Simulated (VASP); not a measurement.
Input of a VASP 6.6.1 run:

INCAR

```
ALGO     = Normal         # electronic algorithm
EDIFF    = 1E-7           # SCF threshold, eV
EDIFFG   = -0.01          # ionic threshold
ENCUT    = 600            # plane-wave cutoff, eV
IBRION   = 2              # ionic algorithm
ISIF     = 2              # what is computed and relaxed
ISMEAR   = 0              # smearing method
LASPH    = T              # aspherical terms in the spheres
LCHARG   = F              # write CHGCAR
LMIXTAU  = T            
LREAL    = F              # projectors in reciprocal space
LWAVE    = F              # write WAVECAR
METAGGA  = R2SCAN         # meta-GGA
NELM     = 80             # most SCF steps
NSW      = 40             # ionic steps
PREC     = Accurate       # precision mode
SIGMA    = 0.03           # smearing width, eV
```

The input KPOINTS:

```
k-points
0
Gamma
  12 12 12
```

File POSCAR:

```
MgO                                     
1.0
    0.0000000000      2.1240032788      2.1240032788
    2.1240032788      0.0000000000      2.1240032788
    2.1240032788      2.1240032788      0.0000000000
  Mg              O             
     1     1
Direct
     0.0000000000000000    0.0000000000000000    0.0000000000000000
     0.5000000000000000    0.5000000000000000    0.5000000000000000
```

Potentials or basis: VASP PAW PBE potentials, release 64 (Mg, O).

Command:

```bash
$ cat potpaw_PBE.64/Mg/POTCAR potpaw_PBE.64/O/POTCAR > POTCAR
$ mpirun -np 1 vasp_std > vasp.out
```

Task: Predict the band gap on the k mesh.

Result: 5.35 eV, direct.

Final structure:
```
Mg O
1.0
     0.00000    2.12400    2.12400
     2.12400    0.00000    2.12400
     2.12400    2.12400    0.00000
Mg O
1 1
Direct
  0.00000 0.00000 0.00000
  0.50000 0.50000 0.50000
```

Caveat: the relaxation stopped at its first step, so nothing moved. A k mesh can miss the band edges.
